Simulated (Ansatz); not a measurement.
# AlN: the cost of one run

Method: DFT PBE, scalar-relativistic, plane waves, PAW, in Ansatz 0.2.0.

3 further runs of the same task are left out: 3 set aside as unsound or not needed.

### 1 Starting point

The cell holds 64 atoms (Al31BN32): a = 9.683 Å, b = 9.683 Å, c = 9.683 Å, α = 99.44°, β = 111.90°, γ = 117.58°.

The coordinates of this cell stand in the input of its own run.

The host was relaxed before at PBE: a = 3.130 Å, b = 3.130 Å, c = 5.018 Å, α = 90.00°, β = 90.00°, γ = 120.00° (conventional cell), 10.645 Å³/atom.

Places, in fractions of the supercell: B in place of Al at (0.833, 0.375, 0.708). The start keeps the symmetry of the ideal site.

### 2 Band edges of the host over the zone

File input.yaml:

```yaml
crystal:
  lattice:
    - [3.1302036619, 0.0, 0.0]
    - [-1.5651018309, 2.7108358902, 0.0]
    - [0.0, 0.0, 5.0180193525]
  atoms:
    - { symbol: Al, position: [0.6666666667, 0.3333333333, 0.4992349453] }
    - { symbol: Al, position: [0.3333333333, 0.6666666667, 0.9992349453] }
    - { symbol: "N", position: [0.6666666667, 0.3333333333, 0.8807650547] }
    - { symbol: "N", position: [0.3333333333, 0.6666666667, 0.3807650547] }
basis:
  ecutwfc: 420
  xc_grid: 2
kpoints:
  mp_grid: { grid: [9, 9, 4] }
  band_path: { path: [VBM, CBM], npoints: 2 }
hamiltonian:
  xc: pbe
scf:
  occupations: { method: gaussian, width: 0.02 }
output:
  forces: true
  stress: true
  eigenvalues: true
```

On the command line:

```sh
> ansatz run input.yaml --threads 8 --pin off --max-ram 16384MiB --backend cpu --events-out ev --progress --plain --runs-dir out
```

**Question.** How long does this run take on 8 threads of Arm Neoverse V1, shared host, and how much memory does it need?

About 1 s, with a peak of 0.34 GiB.
